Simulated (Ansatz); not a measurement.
The system is Mn3Si.

```
CELL_PARAMETERS angstrom
0.00000 2.86100 2.86100
2.86100 0.00000 2.86100
2.86100 2.86100 0.00000
ATOMIC_POSITIONS crystal
Mn 0.75000 0.75000 0.75000
Mn 0.25000 0.25000 0.25000
Mn 0.50000 0.50000 0.50000
Si 0.00000 0.00000 0.00000
```

Base run:

```yaml
Program: Ansatz 0.2.0
Functional: PBEsol
Potentials_or_basis: Ansatz PAW
Cutoff: "420 eV (not typed: the program's choice for these potentials)"
k_mesh: 7 × 7 × 7
Occupations: fermi-dirac, width 0.05 eV
Spin: collinear spin, ferromagnetic start
Starting_moments: "[5.0, 5.0, 5.0, 0.0] μB"
Fixed_moment: 15 μB
```

Its results: pressure 88.5 GPa; site moments Mn +4.14, +4.27; Si +0.47 μB.

Q: After a change of settings the same cell gave: pressure 12.4 GPa; site moments Mn +2.85; Si -0.05 μB. Which change was it?
A. fixed moment from 15 μB to 3 μB; moments at the start from [5.0, 5.0, 5.0, 0.0] to [1.0, 1.0, 1.0, 0.0]
B. fixed moment from 15 μB to 9 μB; moments at the start from [5.0, 5.0, 5.0, 0.0] to [3.0, 3.0, 3.0, 0.0]
C. fixed moment from 15 μB to 18 μB; moments at the start from [5.0, 5.0, 5.0, 0.0] to [6.0, 6.0, 6.0, 0.0]
D. fixed moment from 15 μB to 24 μB; moments at the start from [5.0, 5.0, 5.0, 0.0] to [8.0, 8.0, 8.0, 0.0]

A: B.

Caveats: the total moment is fixed, so each spin has its own Fermi level; the PAW data sets come from PBE, with cores solved anew for the run's functional, which leaves a small shift of forces and pressure; the thresholds are loose for stress; a pressure of tens of GPa on the cell as given is suspect, and the run, the potentials or the cell itself is likely at fault (some runs).
